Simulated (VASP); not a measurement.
**Moving the choice of potentials or basis in NiO**

The cell as given:

Symmetry: Fm-3m, No. 225, cubic system. The conventional cell has a = 4.183 Å, b = 4.183 Å, c = 4.183 Å, α = 90.00°, β = 90.00°, γ = 90.00°. Ni (site symmetry m-3m) is surrounded by 6 O at 2.09 Å. Around O (site symmetry m-3m) lie 6 Ni at 2.09 Å.

The cell comes from a database or a generator and needn't be the form met in nature.

Kept alike: task relaxation of cell and atoms; functional PBE; k mesh 8 × 8 × 8; occupations fermi-dirac, width 0.05 eV; collinear spin, ferromagnetic start. Program: VASP, cutoff 900 eV. The mesh is that of the run's cell of 2 atoms. No spin-orbit coupling.

| choice of potentials or basis | volume (Å³/atom) | moment of the cell (μB) |
| --- | --- | --- |
| Ni, O | 9.383 | 1.83 |
| Ni, O_s | 9.392 | 1.83 |
| Ni_GW, O_GW | 9.361 | 1.83 |
| Ni_pv, O | 9.394 | 1.84 |
| Ni_sv_GW, O_GW | 9.397 | 1.85 |

The relaxations keep at least the cell's symmetry (Fm-3m). For a metal such a mesh leaves the last digits unconverged. Relaxations stop with a little pressure left, so the last digits of a volume or edge aren't settled. The measured crystal is an antiferromagnetic insulator; a metallic or parallel state is the runs' own. Runs of this series that gave no sound value for these columns are left out. The runs hold the magnetic state that their start led to, which needn't be the lowest.

What does the choice of potentials or basis change here?

The volume runs from 9.361 (Ni_GW, O_GW) to 9.397 Å³/atom (Ni_sv_GW, O_GW). The moment of the cell runs from 1.83 (Ni, O; Ni, O_s; Ni_GW, O_GW) to 1.85 μB (Ni_sv_GW, O_GW).

The choice of potentials barely touches the physics: every set gives nearly the same volume and a moment slightly below the two unpaired spins of octahedral Ni²⁺, with its filled t2g and half-filled eg shell. In a collinear ferromagnet with a gap, the cell moment would have to be a whole number. The shortfall therefore points to minority-spin eg states dipping below the top of the majority-spin bands, which are of mixed Ni eg and O 2p character. Parallel alignment favours this overlap, because eg electrons can hop through the oxygen between neighbouring Ni sites and broaden the bands, while PBE separates occupied and empty d states too weakly to keep them apart.

Treating Ni semicore states as valence goes with a slightly larger volume and moment in both like-for-like pairs, but the soft oxygen potential alone shifts the volume about as much as Ni_pv does. The volumes therefore don't establish a semicore effect. Agreement among the sets shows only that the potentials are consistent with one another, not that PBE describes the Ni d shell correctly.
